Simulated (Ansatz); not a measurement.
**Re in Ansatz: the effect of functional**

Re:

```xyz
2
Lattice="2.7608 0.0000 0.0000 -1.3804 2.3909 0.0000 0.0000 0.0000 4.4582" Properties=species:S:1:pos:R:3 pbc="T T T"
Re    1.3804    0.7970    3.3436
Re    0.0000    1.5939    1.1145
```

Alike in all runs:

| Quantity | Value |
| --- | --- |
| Program | Ansatz 0.2.0 |
| Task | band structure |
| Potentials or basis | all-electron LAPW, scalar-relativistic |
| Cutoff | 281 eV |
| Density cutoff | 1123 eV |
| Basis error allowed | 0.001 eV/atom |
| k mesh | 11 × 11 × 6 |
| Occupations | fermi-dirac, width 0.05 eV |
| Spin | no spin polarisation |

One run gave: pressure -10.0 GPa. Which functional did it use?
A. revPBE
B. LDA
C. RPBE
D. PBE
E. BLYP

B.

```csv
functional,pressure (GPa)
PBE,6.1
BLYP,19.6
RPBE,10.0
revPBE,8.9
LDA,-10.0
```

Not every run made on this cell is shown here.
